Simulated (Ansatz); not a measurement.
**Si with Mn replacing Si: do the settings matter for the field gradients?**

Cell: a supercell of Si (space group P6_3/mmc) built from a COD entry, with all atoms left at the host's positions.

```
Mn Si
1.0
    11.38440    0.00000    0.00000
    -3.79480    6.57279    0.00000
     0.00000    0.00000   12.70990
Mn Si
1 47
Cartesian
  0.0000 0.0000 5.1628
  -1.8974 3.2864 5.1628
  3.7948 0.0000 5.1628
  1.8974 3.2864 5.1628
  7.5896 0.0000 5.1628
  5.6922 3.2864 5.1628
  0.0000 0.0000 11.5177
  -1.8974 3.2864 11.5177
  3.7948 0.0000 11.5177
  1.8974 3.2864 11.5177
  7.5896 0.0000 11.5177
  5.6922 3.2864 11.5177
  0.0000 0.0000 1.1922
  -1.8974 3.2864 1.1922
  3.7948 0.0000 1.1922
  1.8974 3.2864 1.1922
  7.5896 0.0000 1.1922
  5.6922 3.2864 1.1922
  0.0000 0.0000 7.5471
  -1.8974 3.2864 7.5471
  3.7948 0.0000 7.5471
  1.8974 3.2864 7.5471
  7.5896 0.0000 7.5471
  5.6922 3.2864 7.5471
  0.0000 2.1909 4.3684
  -1.8974 5.4773 4.3684
  3.7948 2.1909 4.3684
  1.8974 5.4773 4.3684
  7.5896 2.1909 4.3684
  5.6922 5.4773 4.3684
  1.8974 1.0955 10.7233
  0.0000 4.3819 10.7233
  5.6922 1.0955 10.7233
  3.7948 4.3819 10.7233
  9.4870 1.0955 10.7233
  7.5896 4.3819 10.7233
  0.0000 2.1909 1.9866
  -1.8974 5.4773 1.9866
  3.7948 2.1909 1.9866
  1.8974 5.4773 1.9866
  7.5896 2.1909 1.9866
  5.6922 5.4773 1.9866
  1.8974 1.0955 8.3415
  0.0000 4.3819 8.3415
  5.6922 1.0955 8.3415
  3.7948 4.3819 8.3415
  9.4870 1.0955 8.3415
  7.5896 4.3819 8.3415
```

Sites (sets of like atoms) are named by element and the number of their first atom in this list.

Reference run. All values are calculated (Ansatz; DFT, PBE, plane waves and PAW, scalar-relativistic, collinear spin, 420 eV cutoff, Γ-centred 2×3×2 k-points, Fermi–Dirac smearing 0.01 eV, cell charge -1), not measured. Start moments as typed (μB): 4 on each Mn, none on the rest.

Task: The input is changed as follows: `kpoints.mp_grid.shift`: not typed → [0.5, 0.5, 0.5]. What happens to V_zz (10²¹ V/m²) and η?

Result: 

```csv
site,atom,V_zz reference,η reference,V_zz changed,η changed
Mn,1,-2.40,0.71,3.50,0.53
Si2,2,-0.77,0.33,-0.71,0.24
Si3,3,-0.80,0.70,0.75,0.50
Si5,5,-0.75,0.89,0.73,0.48
Si7,7,0.72,0.10,0.60,0.41
Si13,13,0.96,0.15,0.82,0.58
Si14,14,0.97,0.18,0.76,0.32
Si21,21,0.86,0.24,0.71,0.08
Si25,25,-2.95,0.33,-2.71,0.18
Si26,26,-2.58,0.30,-2.33,0.26
Si28,28,-0.78,0.30,0.58,0.68
Si30,30,-2.60,0.42,-3.61,0.24
Si31,31,0.41,0.19,-0.27,0.50
Si36,36,0.39,0.24,-0.22,0.99
Si37,37,0.38,0.24,0.26,0.91
Si39,39,0.78,0.08,0.59,0.50
Si40,40,0.75,0.04,0.56,0.48
Si42,42,0.42,0.08,-0.28,0.82
```

The largest change of V_zz along a kept axis is on Si30, from -2.60 to -3.61. The whole tensor moves most on Mn, by 2.86 along its most changed direction. In per cent, |V_zz| changes by -10 to +39 on Si (all sites that start above 2, bar those whose gradient vanishes or changes sign or whose main axis turns by over 40°). Where |V_zz| stays above 0.1 and the axes keep their order, η moves most on Si40, from 0.04 to 0.48. On Si14, Si13, Si21, Si2, Si7, Si37, Si9 (not all in the table) V_xx and V_yy change places (or their axes turn by over 50°), so the two values of η hide a larger change. On Mn, Si3, Si28, Si5, Si42, Si31, Si36 the largest principal value lies along another axis in the second run, so the two V_zz can't be compared directly. The table leaves out 30 of the 48 sites, with |V_zz| up to 3.55; their tensors move by 0.29 at most along any direction. The statements above cover all sites. That the mesh alone moves the values this far shows that they aren't yet converged in k-points. SCF iterations: 13 and 12. New warnings: stability check not made.

On the reference run: The defect repeats with the cell of 48 atoms, so it feels its images: sites between two images don't show the values beside a lone defect, and zeros or small values of η there can come from the images' arrangement. Si carries a gradient in the pure host already, so the values there aren't the defect's effect alone. A uniform background compensates the cell's charge. The defect cell has no gap above 0.1 eV on its mesh, so the values can hang on the smearing and the k-mesh. The neighbours have not yet relaxed around the defect (largest force 0.48 eV/Å), so a real crystal will differ.
